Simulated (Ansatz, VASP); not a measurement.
# MoS2 in VASP and in Ansatz

```
Mo S
1.0
     1.58550    0.91539    6.11500
    -1.58550    0.91539    6.11500
     0.00000   -1.83078    6.11500
Mo S
1 2
Direct
  0.00000 0.00000 0.00000
  0.25000 0.25000 0.25000
  0.75000 0.75000 0.75000
```

Alike in both runs: task single point; functional LDA; k mesh 10 × 10 × 10; occupations fermi-dirac, width 0.05 eV; no spin polarisation.

|  | VASP | Ansatz |
| --- | --- | --- |
| version | VASP 6.6.1 | Ansatz 0.2.0 |
| potentials or method | VASP PAW LDA potentials, release 64 (Mo_sv, S), cutoff 520 eV | all-electron LAPW, scalar-relativistic |

Ansatz gave:

- gap on the k mesh at the Fermi level (eV): none
- pressure (GPa): 0.1
- largest component of the traceless stress (GPa): 3.13
- rms of the force components (eV/Å): 0.273

Estimate VASP's values.

gap on the k mesh at the Fermi level (eV): none; pressure (GPa): 0.2; largest component of the traceless stress (GPa): 3.15; rms of the force components (eV/Å): 0.281.

Atom by atom the forces differ by 0.008 eV/Å (rms over components). A gap of «none» marks a metal or a gap that the smearing closes. Ansatz ran all-electron here, so the differences hold the error of VASP's frozen core and of both bases.

Caveats: the cell's inner coordinates are idealised or old, which leaves forces on the atoms.
